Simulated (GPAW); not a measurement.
Runs of GPAW 26.7.0 on Cu. The structure is cubic, space group Fm-3m (No. 225). Conventional cell: a = 3.615 Å, b = 3.615 Å, c = 3.615 Å, α = 90.00°, β = 90.00°, γ = 90.00°. Cu (site symmetry m-3m) is surrounded by 12 Cu at 2.56 Å. 

```tsv
level	gap on the mesh (eV)	pressure (GPa)	relaxed volume (Å³/atom)
PBEsol+D3(BJ)	none	-0.1	10.94
PBEsol+D3	none	-0.1	(a)
PBEsol+D3(BJ)+ATM	none	0.0	(b)
PBEsol+D4	none	0.0	11.17
PBEsol	none	0.1	11.44
```

Alike in all rows: task relaxation of cell and atoms; potentials or basis PAW data sets generated in the run's folder for this functional, pw; no spin polarisation; cell relaxed; k mesh 13 × 13 × 13; cutoff (eV) 600; smearing fermi-dirac 0.05 eV.

**Question.** Estimate the missing entries.

**Answer.** (a) 10.96; (b) 11.08.

Caveats: with this Cu data set, volumes or pressures lay over 1.5 % or 2 GPa off other programs in two to four cells of ten; later steps reuse the first step's grids; pairwise dispersion overbinds metals, which lowers pressure and volume (some runs).

A gap of «none» marks a metal or a gap under the smearing width.
